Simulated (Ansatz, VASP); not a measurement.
# Cross-check of CaO between VASP and Ansatz, part 2 of 2

Wanted: the spread between two codes on one cell, functional and k mesh. The cell is taken from a series of VASP runs on this material, whose earlier steps may have relaxed, scaled or displaced it; both programs get it as it stands.

VASP 6.6.1 and Ansatz 0.2.0.

So far. Step 4 (Side by side): The walks stopped with -0.05 GPa left in Ansatz and -0.02 GPa in VASP; each walk ends within a tolerance, so the volume difference is uncertain by about these residues over the bulk modulus, most in soft cells.

### 5. VASP: band structure, HSE06

Level of this step: HSE06; plane waves and PAW (Ca_sv, O) (VASP).

The same path points are solved in both programs, so levels can be compared one by one. The cell compared in this pair holds 27.95 Å³, against 26.28 Å³ for the pair before.

The run reads the wave functions of an earlier VASP run, which isn't shown here.

Contents of INCAR:

```
SYSTEM = CaO
PREC = Accurate
ENCUT = 460
EDIFF = 1E-06
NELM = 100
ISMEAR = 0
SIGMA = 0.03
LREAL = .FALSE.
ALGO = Normal
LHFCALC = .TRUE.
AEXX = 0.25
GGA = PE
HFSCREEN = 0.2
LASPH = .TRUE.
NBANDS = 14
PRECFOCK = Fast
LORBIT = 11
LWAVE = .FALSE.
LCHARG = .FALSE.
KPAR = 4
```

Contents of POSCAR:

```
CaO
1.0
    0.0000000000      2.4087000000      2.4087000000
    2.4087000000      0.0000000000      2.4087000000
    2.4087000000      2.4087000000      0.0000000000
Ca O
1 1
Direct
    0.0000000000      0.0000000000      0.0000000000
    0.5000000000      0.5000000000      0.5000000000
```

Contents of KPOINTS:

```
Automatic mesh
0
Gamma
5 5 5
0 0 0
```

Contents of KPOINTS_OPT:

```
Line mode
10
Line-mode
Reciprocal
  0.00000000   0.00000000   0.00000000 GAMMA
  0.50000000   0.00000000   0.50000000 X

  0.50000000   0.00000000   0.50000000 X
  0.50000000   0.25000000   0.75000000 W

  0.50000000   0.25000000   0.75000000 W
  0.37500000   0.37500000   0.75000000 K

  0.37500000   0.37500000   0.75000000 K
  0.00000000   0.00000000   0.00000000 GAMMA

  0.00000000   0.00000000   0.00000000 GAMMA
  0.50000000   0.50000000   0.50000000 L

  0.50000000   0.50000000   0.50000000 L
  0.62500000   0.25000000   0.62500000 U

  0.62500000   0.25000000   0.62500000 U
  0.50000000   0.25000000   0.75000000 W

  0.50000000   0.25000000   0.75000000 W
  0.50000000   0.50000000   0.50000000 L

  0.50000000   0.50000000   0.50000000 L
  0.37500000   0.37500000   0.75000000 K

  0.62500000   0.25000000   0.62500000 U
  0.50000000   0.00000000   0.50000000 X
```

Potentials, in the order of the species: Ca_sv and O (PBE family, release 64).

The run is started by

```sh
mpirun -np 4 vasp_std
```

Numbers of over 12 decimals in the logs are rounded to 6 here.

Output:

```text
[banner, memory and clock lines left out]
running    4 mpi-ranks, on    1 nodes
[...]
LDA part: xc-table for (Slater+PW92), standard interpolation
 found WAVECAR, reading the header
 POSCAR, INCAR and KPOINTS ok, starting setup
[...]
reading WAVECAR
 the WAVECAR file was read successfully
 initial charge from wavefunction
 entering main loop
       N       E                     dE             d eps       ncg     rms          rms(c)
DAV:   1    -0.149383240347E+02   -0.14938E+02   -0.50274E-01   296   0.885E+00    0.118E+00
DAV:   2    -0.149017513036E+02    0.36573E-01   -0.93541E-02   304   0.350E+00    0.422E-01
DAV:   3    -0.149044304679E+02   -0.26792E-02   -0.20718E-02   312   0.113E+00    0.402E-01
DAV:   4    -0.149031072681E+02    0.13232E-02   -0.21175E-03   306   0.537E-01    0.191E-01
[...]
DAV:   8    -0.149027493506E+02    0.53366E-05   -0.53687E-06   328   0.256E-02    0.188E-02
DAV:   9    -0.149027476867E+02    0.16639E-05   -0.24628E-06   280   0.162E-02    0.101E-02
DAV:  10    -0.149027475028E+02    0.18391E-06   -0.51494E-07   140   0.808E-03
   1 F= -.14902748E+02 E0= -.14902748E+02  d E =-.120285E-14
 Start KPOINTS_OPT (optional k-point list driver)
k-point batch [1-10\100]
       N       E                     dE             ncg
DAV:   1    -0.713330852846E+03   -0.35239E+04      280
DAV:   2    -0.206924777655E+04   -0.13559E+04      340
DAV:   3    -0.215499545466E+04   -0.85748E+02      316
DAV:   4    -0.215750424261E+04   -0.25088E+01      406
DAV:   5    -0.215754964682E+04   -0.45404E-01      348
DAV:   6    -0.215755047989E+04   -0.83307E-03      394
DAV:   7    -0.215755050536E+04   -0.25472E-04      326
DAV:   8    -0.215755050576E+04   -0.40011E-06      194
[...]
k-point batch [91-100\100]
       N       E                     dE             ncg
DAV:   1    -0.820669035075E+03   -0.72288E+04      280
DAV:   2    -0.211187815210E+04   -0.12912E+04      316
DAV:   3    -0.218327384901E+04   -0.71396E+02      376
DAV:   4    -0.218603055124E+04   -0.27567E+01      436
DAV:   5    -0.218610186309E+04   -0.71312E-01      402
DAV:   6    -0.218610424831E+04   -0.23852E-02      490
DAV:   7    -0.218610436055E+04   -0.11225E-03      404
DAV:   8    -0.218610436215E+04   -0.15950E-05      368
DAV:   9    -0.218610436224E+04   -0.93068E-07      284
```

Parts of OUTCAR (step 5):

```text
 POSITION                                       TOTAL-FORCE (eV/Angst)
 -----------------------------------------------------------------------------------
      0.00000      0.00000      0.00000         0.000000     -0.000000     -0.000000
      2.40870      2.40870      2.40870        -0.000000      0.000000      0.000000
 -----------------------------------------------------------------------------------
    total drift:                                0.000000      0.000000      0.000000

  FREE ENERGIE OF THE ION-ELECTRON SYSTEM (eV)
  ---------------------------------------------------
  free  energy   TOTEN  =       -14.9027475028 eV

  energy  without entropy=      -14.9027475028  energy(sigma->0) =      -14.90274750

[... 3 further parts left out ...]
[key lines of the parts left out:]
E-fermi :   1.3938
```

### 6. Ansatz: band structure, HSE06

The same cell, functional, mesh and smearing now go to Ansatz, which takes its cutoff from its data sets.

The cell is taken from a series of VASP runs on this material, whose earlier steps may have relaxed, scaled or displaced it; both programs get it as it stands.

Contents of input.yaml:

```yaml
crystal:
  lattice:
    - [0.0, 2.4087, 2.4087]
    - [2.4087, 0.0, 2.4087]
    - [2.4087, 2.4087, 0.0]
  atoms:
    - { symbol: Ca, position: [0.0, 0.0, 0.0] }
    - { symbol: O, position: [0.5, 0.5, 0.5] }
hamiltonian:
  xc: { exchange: pbe, correlation: pbe, exx: { coeff: 0.25, omega: 0.2 } }
  pseudopotentials: { kind: paw }
kpoints:
  mp_grid: { grid: [5, 5, 5] }
  band_path:
    path:
      - [0.0, 0.0, 0.0]
      - [0.5, 0.0, 0.5]
      - [0.5, 0.22222, 0.72222]
      - [0.40278, 0.34722, 0.75]
      - [0.125, 0.125, 0.25]
      - [0.27778, 0.27778, 0.27778]
      - [0.55556, 0.38889, 0.55556]
      - [0.58333, 0.25, 0.66667]
      - [0.5, 0.30556, 0.69444]
      - [0.48611, 0.48611, 0.52778]
      - [0.625, 0.25, 0.625]
      - [0.5, 0.0, 0.5]
    npoints: 1
scf:
  occupations: { method: gaussian, width: 0.03 }
  n_extra_bands: 7
output:
  forces: true
  stress: true
  eigenvalues: true
```

The run is started by

```sh
ansatz run input.yaml --threads 4 --pin off --max-ram 9216MiB --backend cpu --events-out ev --progress --plain --runs-dir out
```

Output:

```text
[...]
--- Band table (eV; the first three rows and the last of 10) ---
  k-point 0: bands = [... 4 lower, -10.4678, 6.5431, 6.5431, 6.5431, 12.7506, 14.7413, 14.7413, 14.7413, ... 3 higher]
  k-point 1: bands = [... 4 lower, -9.9000, 5.3776, 6.0665, 6.0665, 14.2760, 14.6999, 15.4434, 15.4434, ... 3 higher]
  k-point 2: bands = [... 4 lower, -9.2138, 3.9695, 5.4095, 5.4095, 15.2791, 16.3799, 16.8343, 16.8343, ... 3 higher]
  k-point 9: bands = [... 4 lower, -9.6787, 4.8312, 5.4421, 5.5859, 14.0068, 15.7235, 17.1581, 18.0571, ... 3 higher]
[key lines of the parts left out:]
Free energy (F): -2388.308970 eV
Fermi energy:    9.309348 eV
P = ⅓ Tr σ = -1.3420 GPa (-13.420 kbar)
```

It took 9.8 s on 4 threads of Arm Neoverse V1, shared host; peak memory 0.52 GiB.

### 7. Differences

What differs besides the data sets and the points named for the pairs above, as far as they apply: exact exchange at q = 0 is treated differently, which shows on coarse meshes; VASP keeps PBE cores, Ansatz makes them for the functional; the cutoff is 420 eV in Ansatz and 460 eV in VASP; VASP takes a coarser grid for exact exchange (PRECFOCK = Fast). Total energies have different zeros and are not compared.

The two programs side by side:

```csv
quantity,Ansatz,VASP,difference
gap over the path points (eV),5.336,5.321,+0.016
```

Levels at points of the path, from each program's valence-band top (eV; 3 filled, then empty):

```csv
k (reciprocal lattice),Ansatz,VASP
0.000 0.000 0.000,0.00 0.00 0.00 6.21 8.20 8.20,0.00 0.00 0.00 6.18 8.20 8.20
0.500 0.000 0.500,-1.45 -0.42 -0.42 5.34 10.11 11.11,-1.45 -0.42 -0.42 5.32 10.11 11.12
0.500 0.222 0.722,-1.33 -1.22 -1.06 7.71 8.69 10.53,-1.34 -1.22 -1.06 7.70 8.69 10.53
0.403 0.347 0.750,-1.41 -1.31 -0.85 6.98 9.85 10.68,-1.42 -1.32 -0.86 6.98 9.86 10.68
0.125 0.125 0.250,-1.22 -0.58 -0.28 7.72 7.90 8.70,-1.23 -0.59 -0.28 7.71 7.90 8.70
0.278 0.278 0.278,-1.82 -0.77 -0.77 8.19 8.80 9.45,-1.83 -0.78 -0.78 8.19 8.79 9.46
0.556 0.389 0.556,-2.40 -1.21 -1.13 8.61 9.25 10.73,-2.41 -1.22 -1.14 8.60 9.26 10.74
0.583 0.250 0.667,-1.41 -1.30 -0.88 7.07 9.66 10.65,-1.41 -1.30 -0.88 7.07 9.67 10.66
0.500 0.306 0.694,-1.61 -1.15 -1.07 8.29 8.31 10.67,-1.62 -1.16 -1.08 8.29 8.31 10.67
0.486 0.486 0.528,-2.76 -1.23 -1.23 9.02 9.85 10.58,-2.77 -1.25 -1.24 9.02 9.85 10.59
```

Among the levels compared at these points, filled levels agree within 18 meV and empty ones within 23 meV.

### 8. What came out

```yaml
difference_in_volume_relaxation_of_cell_and_atoms_lda: -0.71 %
difference_in_gap_over_the_path_points_band_structure_hse06: 0.016 eV
```

**Reading.** The difference in volume is -0.71 % (relaxation of cell and atoms, LDA), within the 1.2 % picked in this series as the mark of a large difference, as far as the stopping tolerances let one tell. How closely two codes agree says nothing of how well the functional describes the real material.

[Lines on the potential files, build, host, timing and source positions are cut from VASP's logs without a mark.]

[Logs are printed without paths, hosts, clocks, repeated set-up lines and the standing remarks that a program may print on its own settings, such as how far it seeks lower states.]

[Hosts, paths, dates, database ids (printed as entryN), source tags and the programs' standing remarks are cut or masked in the printed files.]
